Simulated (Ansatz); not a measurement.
**CuO: pressure against volume**

CuO, Cccm, a = 4.183 Å, b = 4.199 Å, c = 5.173 Å. This isn't the usual stable structure of the compound. Ansatz: PBE+U, PAW, 420 eV, Γ-centred 14×14×8 mesh on 4 atoms, Gaussian smearing 0.10 eV; U_eff Cu 4.00 eV; no spin polarisation. Shape and atoms are relaxed at each volume; pressure is positive in compression.

```
V (Å³/atom) P (GPa)
     10.678     8.88
     11.018     4.12
     11.359     0.00
     11.700        ?
     12.041    -6.53
```

**Question.** Take V0 = 11.359 Å³/atom, fit the third-order Birch–Murnaghan form to the other rows, and predict the missing pressure.

**Answer.** With the Eulerian strain f = ½[(V0/V)^(2/3) − 1] and y = P/[3f(1 + 2f)^(5/2)], the form is the line y = B0 + 1.5 B0 (B0′ − 4) f. Rows (f, y): 0.02104, 126.9; 0.01026, 127.2; -0.01906, 125.9. Means f = 0.004080, y = 126.67; Σ(Δf)² = 0.0008613, ΣΔfΔy = 0.02499; the slope is their ratio. y = 126.5 + 29.02 f GPa, so B0 = 126.5 GPa and B0′ = 4 + 2 × (29.02)/(3 × 126.5) = 4.15. At V = 11.700, f = -0.00976, y = 126.22 and P = -3.52 GPa. The run gave -3.53 GPa, so the fit is 0.01 GPa too high, within the rms miss on the fitted rows (0.01 GPa).

Spin polarisation was left out, and a magnetic state may lie lower.

Cost: 5 runs of about 16 core-minutes in all, on Arm Neoverse V2 (shared hosts).